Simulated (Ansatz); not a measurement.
# BaTiO3 (Barioperovskite): the cost of one run

Computed with Ansatz 0.2.0 (DFT, PBE, plane-wave PAW, default files, scalar-relativistic, unless a step's input says otherwise).

## Step 1: The starting structure

It takes space group Amm2 (No. 38, orthorhombic). Conventional cell: a = 3.984 Å, b = 5.674 Å, c = 5.692 Å, α = 90.00°, β = 90.00°, γ = 90.00°. Around Ba (site symmetry mm2) lie 12 O at 2.80 to 2.89 Å. Ti (site symmetry mm2) is surrounded by 6 O at 1.95 to 2.07 Å. O (site symmetry mm2) is surrounded by 2 Ti at 1.99 Å and 4 Ba at 2.80 to 2.89 Å. O (site symmetry m) has 2 Ti at 1.95 to 2.07 Å and 4 Ba at 2.82 to 2.84 Å as nearest neighbours.

Structure file:

```
Ba Ti O
1.0
     3.98410    0.00000    0.00000
     0.00000    2.83705    2.84580
     0.00000   -2.83705    2.84580
Ba Ti O
1 1 3
Direct
  0.00000 0.00000 0.00000
  0.50000 0.50790 0.50790
  0.00000 0.49210 0.49210
  0.50000 0.50251 0.99371
  0.50000 0.99371 0.50251
```

The earlier run gave: gap on the mesh 1.86 eV, largest force 0.201 eV/Å, pressure 1.9 GPa.

Like atoms gathered into sites:

| site | atoms | first shell | V_zz (10²¹ V/m²) | η | C_Q (MHz) |
| --- | --- | --- | --- | --- | --- |
| Ba | 1 | 12 O at 2.80–2.89 Å | -0.13 | 0.24 | -0.763 (¹³⁷Ba) |
| Ti | 2 | 6 O at 1.95–2.07 Å | -0.63 | 0.07 | -3.79 (⁴⁹Ti) |
| O3 | 3 | 2 Ti at 1.99 Å, angle 175°; also 4 Ba at 2.80–2.89 Å | 2.52 | 0.03 | -1.56 (¹⁷O) |
| O4 | 4, 5 | 2 Ti at 1.95–2.07 Å, angle 179°; also 4 Ba at 2.82–2.84 Å | 2.57 | 0.05 | -1.59 (¹⁷O) |

Conventions: |V_zz| ≥ |V_yy| ≥ |V_xx|, η = (V_xx − V_yy)/V_zz, C_Q = eQV_zz/h. Nuclear quadrupole moments: year-2017 set (Pyykkö).

## Step 2: Z stretched by -3 %, ions relaxed

File input.yaml:

```yaml
crystal:
  lattice:
    - [3.9841, 0.0, 0.0]
    - [0.0, 2.83705, 2.760426]
    - [0.0, -2.83705, 2.760426]
  atoms:
    - { symbol: Ba, position: [0.0, 0.0067088399, 0.0067088399] }
    - { symbol: Ti, position: [0.5, 0.5202859281, 0.5202859281] }
    - { symbol: O, position: [0.0, 0.4918037738, 0.4918037738] }
    - { symbol: O, position: [0.5, 0.4932314397, 0.9841900185] }
    - { symbol: O, position: [0.5, 0.9841900185, 0.4932314397] }
kpoints:
  mp_grid: { grid: [8, 8, 8] }
scf:
  occupations: { method: fermi_dirac, width: 0.02 }
hamiltonian:
  xc: pbe
  pseudopotentials: { kind: paw }
output:
  forces: true
  stress: true
  populations: true
  efg:
    quadrupole_moments_barn: { Ba: 0.236, Ti: 0.247, O: -0.02558 }
    contact_densities: true
relax:
  f_tol: 0.02
  max_steps: 60
```

Command:

```
ansatz run input.yaml --threads 1 --pin off --max-ram 3072MiB --backend cpu --events-out ev --progress --plain --runs-dir out
```

Q: Estimate wall time and peak memory on 1 thread of Intel Xeon Platinum 8488C (Sapphire Rapids), shared host.

About 51 s, with a peak of 0.58 GiB.
